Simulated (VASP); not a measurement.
# InAs (F-43m) in VASP: a series of runs

Runs on InAs. Level: PBEsol. Tasks: single point.

Program: VASP 6.6.1. These are calculated values, not measurements. Logs are shortened: lines on timing, memory, paths and dates and some standing lists are left out, and cuts for length are marked.

**What was measured.**

From a printed reference work, data compilation, for a bulk crystal of InAs at 4.2 K: band gap 0.418 eV (direct).

The runs below are set against these values where they give the same quantity.

### 1 The cell of the first run

Symmetry: F-43m, No. 216, cubic system. The conventional cell has a = 5.995 Å, b = 5.995 Å, c = 5.995 Å, α = 90.00°, β = 90.00°, γ = 90.00°. Within 3.4 Å of In (site symmetry -43m) lie 4 As at 2.60 Å. Within 3.4 Å of As (site symmetry -43m) lie 4 In at 2.60 Å.

### 2 Single point, PBEsol

File INCAR:

```
SYSTEM = InAs
ALGO = Normal
EDIFF = 1E-6
ENCUT = 520
GGA = PS
ISIF = 2
ISMEAR = -1
LASPH = .TRUE.
LCHARG = .FALSE.
LREAL = .FALSE.
LWAVE = .FALSE.
NBANDS = 16
NELM = 80
PREC = Accurate
SIGMA = 0.05
```

File KPOINTS:

```
k-points
0
G
  8 8 8
  0 0 0
```

File POSCAR:

```
InAs
1.0
    0.0000000000      2.9977443561      2.9977443561
    2.9977443561      0.0000000000      2.9977443561
    2.9977443561      2.9977443561      0.0000000000
In As
1 1
Direct
    0.0000000000      0.0000000000      0.0000000000
    0.7500000000      0.7500000000      0.7500000000
```

Potentials or basis: VASP PAW PBE potentials, release 64 (In_d, As).

Command:

```console
$ cat potpaw_PBE.64/In_d/POTCAR potpaw_PBE.64/As/POTCAR > POTCAR
$ mpirun -np 1 vasp_std > vasp.out
```

OUTCAR:

```text
SYSTEM = InAs
   EDIFF = 1E-6
   ENCUT = 520
   GGA = PS
   ISIF = 2
   ISMEAR = -1
   LASPH = .TRUE.
   LREAL = .FALSE.
   NELM = 80
   PREC = Accurate

 ion  position               nearest neighbor table
   1  0.000  0.000  0.000-   2 2.60   2 2.60   2 2.60   2 2.60
   2  0.750  0.750  0.750-   1 2.60   1 2.60   1 2.60   1 2.60

  LATTYP: Found a face centered cubic cell.
 ALAT       =     5.9954887122

  Lattice vectors:

 A1 = (   0.0000000000,   2.9977443561,   2.9977443561)
 A2 = (   2.9977443561,   0.0000000000,   2.9977443561)
 A3 = (   2.9977443561,   2.9977443561,   0.0000000000)

Analysis of symmetry for initial positions (statically):
=====================================================================
 Subroutine PRICEL returns:
 Original cell was already a primitive cell.

 Routine SETGRP: Setting up the symmetry group for a
 face centered cubic supercell.

 Subroutine GETGRP returns: Found 24 space group operations
 (whereof 24 operations were pure point group operations)
 out of a pool of 48 trial point group operations.

The static configuration has the point symmetry T_d .

Analysis of symmetry for dynamics (positions and initial velocities):
=====================================================================
 Subroutine PRICEL returns:
 Original cell was already a primitive cell.

 Routine SETGRP: Setting up the symmetry group for a
 face centered cubic supercell.

 Subroutine GETGRP returns: Found 24 space group operations
 (whereof 24 operations were pure point group operations)
 out of a pool of 48 trial point group operations.

The dynamic configuration has the point symmetry T_d .

 Subroutine INISYM returns: Found 24 space group operations
 (whereof 24 operations are pure point group operations),
 and found     1 'primitive' translations

----------------------------------------------------------------------------------------

                                     Primitive cell

  volume of cell :      53.8783

  direct lattice vectors                    reciprocal lattice vectors
     0.000000000  2.997744356  2.997744356    -0.166792075  0.166792075  0.166792075
     2.997744356  0.000000000  2.997744356     0.166792075 -0.166792075  0.166792075
     2.997744356  2.997744356  0.000000000     0.166792075  0.166792075 -0.166792075

  length of vectors
     4.239450725  4.239450725  4.239450725     0.288892347  0.288892347  0.288892347

[... 73 lines left out ...]
   ICHARG =      2    charge: 1-file 2-atom 10-const
   ISPIN  =      1    spin polarized calculation?
   LNONCOLLINEAR =      F non collinear calculations
   LSORBIT =      F    spin-orbit coupling
   LASPH  =      T    aspherical Exc in radial PAW
   ENCUT  =  520.0 eV  38.22 Ry    6.18 a.u.   7.88  7.88  7.88*2*pi/ulx,y,z
   NELM   =     80;   NELMIN=  2; NELMDL= -5     # of ELM steps
   EDIFF  = 0.1E-05   stopping-criterion for ELM
   LREAL  =      F    real-space projection
   EDIFFG = 0.1E-04   stopping-criterion for IOM
   NSW    =      0    number of steps for IOM
   IBRION =     -1    ionic relax: 0-MD 1-quasi-New 2-CG
   NFREE  =      0    steps in history (QN), initial steepest desc. (CG)
   ISIF   =      2    stress and relaxation
   ISYM   =      2    0-nonsym 1-usesym 2-fastsym
   POTIM  = 0.5000    time-step for ionic-motion
   TEBEG  =    0.0;   TEEND  =   0.0 temperature during run
   PSTRESS=    0.0 pullay stress
   NELECT =      18.0000    total number of electrons
   NUPDOWN=      -1.0000    fix difference up-down
   EMIN   =  10.00;   EMAX   =-10.00  energy-range for DOS
   EFERMI =   0.00;   METHOD = LEGACY
   ISMEAR =    -1;   SIGMA  =   0.05  broadening in eV -4-tet -1-fermi 0-gaus
   EFERMI_NEDOS =   21; number of points for ismear=-14 and -15
   IALGO  =     38    algorithm
   IMIX   =      4    mixing-type and parameters
     AMIX     =   0.40;   BMIX     =  1.00
     AMIX_MAG =   1.60;   BMIX_MAG =  1.00
  volume/ion in A,a.u.               =      26.94       181.79
  Fermi-wavevector in a.u.,A,eV,Ry     =   1.135955  2.146643 17.556869  1.290393
  Thomas-Fermi vector in A             =   2.272660
   LORBIT       =      0    0 simple, 1 ext, 2 COOP (PROOUT), +10 PAW based schemes
   GGA     = PS    functional components
   LHFCALC =     F    Hartree Fock is set to
   AEXX    =    0.0000 exact exchange contribution
   IVDW    =     0    specifies the selected vdW correction
   LEPSILON=     F    determine dielectric tensor
   LRPA    =     F    only Hartree local field effects (RPA)
 non-spin polarized calculation
  energy-cutoff  :      520.00
  volume of cell :       53.88
 maximum number of plane-waves:      1475
   NGX = 15   NGY = 15   NGZ = 15

 number of electron      17.9999998 magnetization

 Free energy of the ion-electron system (eV)
  ---------------------------------------------------
  ext. energy  EPLUGINS =         0.00000000
  ---------------------------------------------------
  free energy    TOTEN  =        -8.46362919 eV

  energy without entropy =       -8.46309822  energy(sigma->0) =       -8.46336371

 E-fermi :   4.6848     XC(G=0):  -9.3964

 val. band max:        4.6381632454   @ k =   0.0000   0.0000   0.0000
 cond. band min:       5.5664700458   @ k =   0.5000   0.0000   0.0000
 fundamental gap:      0.9283068004
 Fermi energy:         4.6848302789

 k-point     1 :       0.0000    0.0000    0.0000
  band No.  band energies     occupation
      1      -9.7526      2.00000
      2      -9.7526      2.00000
      3      -9.7526      2.00000
      4      -9.6135      2.00000
      5      -9.6135      2.00000
      6      -7.4230      2.00000
[... 433 lines left out ...]
      3      -9.6931      2.00000
      4      -9.6196      2.00000
      5      -9.6054      2.00000
      6      -5.5711      2.00000
[... 8 lines left out ...]
     15      15.0075      0.00000
     16      15.7945      0.00000

 [... further k-points ...]
[... 5 lines left out ...]
  --------------------------------------------------------------------------------------
  -------------------------------------------------------------------------------------
  Total        0.9891599      0.9891599      0.9891599     -0.0000000      0.0000000      0.0000000
  in kB       29.4146231     29.4146231     29.4146231     -0.0000000      0.0000000      0.0000000
  external PRESSURE =      29.4146231 kB  Pullay stress =       0.0000000 kB

 VOLUME and BASIS-vectors are now :
 -----------------------------------------------------------------------------
  energy-cutoff  :      520.00
  volume of cell :       53.88
      direct lattice vectors                 reciprocal lattice vectors
     0.000000000  2.997744356  2.997744356    -0.166792075  0.166792075  0.166792075
     2.997744356  0.000000000  2.997744356     0.166792075 -0.166792075  0.166792075
     2.997744356  2.997744356  0.000000000     0.166792075  0.166792075 -0.166792075

 POSITION                                       TOTAL-FORCE (eV/Angst)
 -----------------------------------------------------------------------------------
      0.00000      0.00000      0.00000         0.000000      0.000000      0.000000
      4.49662      4.49662      4.49662        -0.000000     -0.000000     -0.000000
 -----------------------------------------------------------------------------------
    total drift:                                0.000000      0.000000      0.000000

  FREE ENERGIE OF THE ION-ELECTRON SYSTEM (eV)
  ---------------------------------------------------
  free  energy   TOTEN  =        -8.4636291932 eV

  energy  without entropy=       -8.4630982204  energy(sigma->0) =       -8.46336371
```

It took 15 s on 1 thread of Intel Xeon Platinum 8488C (Sapphire Rapids), shared host; peak memory 0.18 GiB.

Results:

- Free energy: -8.4636 eV
- Pressure: 2.9 GPa
- Band gap on the k mesh: zero (filled and empty bands touch)

Caveat: the PAW data sets were made with another functional, which shifts forces and pressure a little; spin-orbit coupling is left out, which moves the levels of the heavy elements.

### 3 Single point, PBEsol

This run uses another cell than the first one, of 28.04 Å³/atom, 1.041 times its volume.

File INCAR:

```
SYSTEM = InAs
PREC = Accurate ; ENCUT = 520
EDIFF = 1E-6 ; ISMEAR = -1
SIGMA = 0.05 ; LREAL = .False.
LASPH = .True. ; NELM = 60
ALGO = Normal ; ISIF = 2
LWAVE = .False. ; LCHARG = .False.
GGA = PS ; NBANDS = 16
```

File KPOINTS:

```
Automatic mesh
0
Gamma
  8 8 8
  0 0 0
```

File POSCAR:

```
InAs
1.0
    0.0000000000      3.0379873375      3.0379873375
    3.0379873375      0.0000000000      3.0379873375
    3.0379873375      3.0379873375      0.0000000000
In As
1 1
Direct
    0.0000000000      0.0000000000      0.0000000000
    0.7500000000      0.7500000000      0.7500000000
```

Potentials or basis: VASP PAW PBE potentials, release 64 (In_d, As).

Command:

```console
$ cat potpaw_PBE.64/In_d/POTCAR potpaw_PBE.64/As/POTCAR > POTCAR
$ mpirun -np 1 vasp_std > vasp.out
```

OUTCAR:

```text
SYSTEM = InAs
   PREC = Accurate
   ENCUT = 520
   EDIFF = 1E-6
   ISMEAR = -1
   LREAL = .False.
   LASPH = .True.
   NELM = 60
   ISIF = 2
   GGA = PS

 ion  position               nearest neighbor table
   1  0.000  0.000  0.000-   2 2.63   2 2.63   2 2.63   2 2.63
   2  0.750  0.750  0.750-   1 2.63   1 2.63   1 2.63   1 2.63

  LATTYP: Found a face centered cubic cell.
 ALAT       =     6.0759746750

  Lattice vectors:

 A1 = (   0.0000000000,   3.0379873375,   3.0379873375)
[... 624 lines left out ...]
      3     -10.0226      2.00000
      4      -9.9574      2.00000
      5      -9.9452      2.00000
      6      -5.8655      2.00000
[... 8 lines left out ...]
     15      14.4924      0.00000
     16      15.2009      0.00000

 [... further k-points ...]
[... 5 lines left out ...]
  --------------------------------------------------------------------------------------
  -------------------------------------------------------------------------------------
  Total        0.1430876      0.1430876      0.1430876      0.0000000      0.0000000     -0.0000000
  in kB        4.0881294      4.0881294      4.0881294      0.0000000      0.0000000     -0.0000000
  external PRESSURE =       4.0881294 kB  Pullay stress =       0.0000000 kB

 VOLUME and BASIS-vectors are now :
 -----------------------------------------------------------------------------
  energy-cutoff  :      520.00
  volume of cell :       56.08
      direct lattice vectors                 reciprocal lattice vectors
     0.000000000  3.037987338  3.037987338    -0.164582648  0.164582648  0.164582648
     3.037987338  0.000000000  3.037987338     0.164582648 -0.164582648  0.164582648
     3.037987338  3.037987338  0.000000000     0.164582648  0.164582648 -0.164582648

 POSITION                                       TOTAL-FORCE (eV/Angst)
 -----------------------------------------------------------------------------------
      0.00000      0.00000      0.00000        -0.000000     -0.000000     -0.000000
      4.55698      4.55698      4.55698         0.000000      0.000000      0.000000
 -----------------------------------------------------------------------------------
    total drift:                                0.000000      0.000000      0.000000

  FREE ENERGIE OF THE ION-ELECTRON SYSTEM (eV)
  ---------------------------------------------------
  free  energy   TOTEN  =        -8.4865734757 eV

  energy  without entropy=       -8.4860259621  energy(sigma->0) =       -8.48629972
```

stdout:

```text
POSCAR found type information on POSCAR InAs
 POSCAR found :  2 types and       2 ions
 scaLAPACK will be used
 -----------------------------------------------------------------------------
|                                                                             |
|                                                                             |
|     You enforced a specific xc type in the INCAR file but a different       |
|     I HOPE YOU KNOW WHAT YOU ARE DOING!                                     |
|                                                                             |
 -----------------------------------------------------------------------------

 LDA part: xc-table for (Slater+PW92), standard interpolation
 POSCAR, INCAR and KPOINTS ok, starting setup
 FFT: planning ... GRIDC
 FFT: planning ... GRID_SOFT
 FFT: planning ... GRID
 WAVECAR not read
 entering main loop
```

It took 16 s on 1 thread of Intel Xeon Platinum 8488C (Sapphire Rapids), shared host; peak memory 0.18 GiB.

What came out:

```
Free energy            : -8.4866 eV
Pressure               : 0.4 GPa
Band gap on the k mesh : zero (filled and empty bands touch)
```

Levels at points of the mesh, in eV from the Fermi level:
```csv
k point,band 5,band 6,band 7,band 8,band 9,band 10,band 11,band 12,band 13,band 14
"(0.00, 0.00, 0.00)",-14.23,-11.85,-0.40,-0.05,-0.05,-0.05,3.80,3.80,3.80,7.23
"(0.50, 0.00, 0.00)",-14.22,-10.40,-5.79,-1.02,-1.02,0.79,4.57,4.57,6.65,8.78
"(0.50, 0.50, 0.00)",-14.21,-9.87,-5.87,-2.35,-2.35,1.41,1.93,8.94,9.07,9.07
```

Caveat: the PAW data sets were made with another functional, which shifts forces and pressure a little; spin-orbit coupling is left out, which moves the levels of the heavy elements.

### 4 Comparison with measurements

Step 2. Measured gap of InAs: 0.418 eV (direct; 4.2 K; a printed reference work, data compilation). This calculation gives 0.00 eV (-0.42 eV). Spin-orbit coupling on As, In is left out. The value is that of PBEsol on a finite k mesh, which can miss the band edges, without temperature or zero-point motion. Semilocal functionals fall short of measured gaps as a rule.

Step 3. A measured gap of InAs is 0.418 eV (direct; 4.2 K; a printed reference work, data compilation); the calculated 0.00 eV misses it by -0.42 eV. Spin-orbit coupling on As, In is left out. The value is that of PBEsol on a finite k mesh, which can miss the band edges, without temperature or zero-point motion. Semilocal functionals fall short of measured gaps as a rule.
